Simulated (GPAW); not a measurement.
Write an ASE script for GPAW 26.7.0 that does the following.

```
Task                      : band structure
Functional                : PBEsol
Potentials or basis       : PAW data sets generated in the run's folder for this functional
Cutoff                    : 600 eV
Basis                     : pw
k mesh                    : 11 × 11 × 11
Occupations               : fermi-dirac, width 0.05 eV
Spin                      : spin-orbit coupling, no magnetisation
Maxiter                   : 150
Band path                 : GHNGPH,PN
Band points               : 80
spin axis theta (degrees) : 54.7
spin axis phi (degrees)   : 45
Soc after scf             : second variation
```

Crystal: Ta.

```
CELL_PARAMETERS angstrom
-1.65128 1.65128 1.65128
1.65128 -1.65128 1.65128
1.65128 1.65128 -1.65128
ATOMIC_POSITIONS crystal
Ta 0.00000 0.00000 0.00000
```

These files were run (other wordings do the same):

run.py

```python
import numpy as np
from ase import Atoms
from ase.dft.bandgap import bandgap
from ase.io import write
from ase.units import GPa
from gpaw import GPAW, PW, setup_paths
from gpaw.spinorbit import soc_eigenstates

setup_paths.insert(0, '.')

atoms = Atoms(['Ta'],
              cell=[[-1.65128, 1.65128, 1.65128],
                    [1.65128, -1.65128, 1.65128],
                    [1.65128, 1.65128, -1.65128]],
              scaled_positions=[[0.0, 0.0, 0.0]],
              pbc=True)

calc = GPAW(mode=PW(600),
            xc='PBEsol',
            kpts={'size': (11, 11, 11), 'gamma': True},
            occupations={'name': 'fermi-dirac', 'width': 0.05},
            nbands=15,
            convergence={'density': 1e-05, 'energy': 1e-05},
            maxiter=150,
            txt='gpaw.txt')
atoms.calc = calc
energy = atoms.get_potential_energy()
forces = atoms.get_forces()
stress = atoms.get_stress()
calc.write('gs.gpw')
write('result.traj', atoms)
print(f'Energy: {energy:.6f} eV')
print('Forces (eV/A):')
print(forces.round(4))
print('Stress (GPa):', (stress / GPa).round(3))
print('Fermi level:', round(calc.get_fermi_level(), 4), 'eV')
print(f'Gap: {bandgap(calc)[0]:.4f} eV, direct: {bandgap(calc, direct=True)[0]:.4f} eV')

path = atoms.cell.bandpath('GHNGPH,PN', npoints=80, eps=1e-4)
bs_calc = calc.fixed_density(kpts=path, symmetry='off', nbands=23,
                             convergence={'bands': 'CBM+6.0', 'eigenstates': 1e-6}, txt='bands.txt')
bs = bs_calc.band_structure()
bs.write('bs.json')
print(f'Gap on the path: {bandgap(bs_calc)[0]:.4f} eV')

soc = soc_eigenstates(bs_calc, theta=54.7, phi=45)
np.savetxt('soc_bands.dat', soc.eigenvalues(), fmt='%.4f')
mesh = soc_eigenstates('gs.gpw', theta=54.7, phi=45)
np.savetxt('soc_mesh.dat', mesh.eigenvalues(), fmt='%.4f')
print('Fermi level with spin-orbit coupling:', round(mesh.fermi_level, 4), 'eV')
```

Potentials or basis: PAW data sets generated in the run's folder for this functional, pw.

The run is started by

```bash
$ gpaw-setup -f PBEsol Ta
$ OMP_NUM_THREADS=1 python run.py
```

Results of the run:

```json
{"Pressure": "-4.0 GPa", "Band gap along the path": "none (metal or under the smearing width)"}
```

Caveat: spin-orbit coupling was added after a scalar SCF, so levels and gaps hold it while energy, forces, pressure and moments don't; this program's spin-orbit splittings come out too wide for heavy elements.

Run time: 70 s on 1 thread of Intel(R) Xeon(R) Processor @ 2.50GHz (Skylake/Cascade Lake) (shared host), peak memory 0.23 GiB.
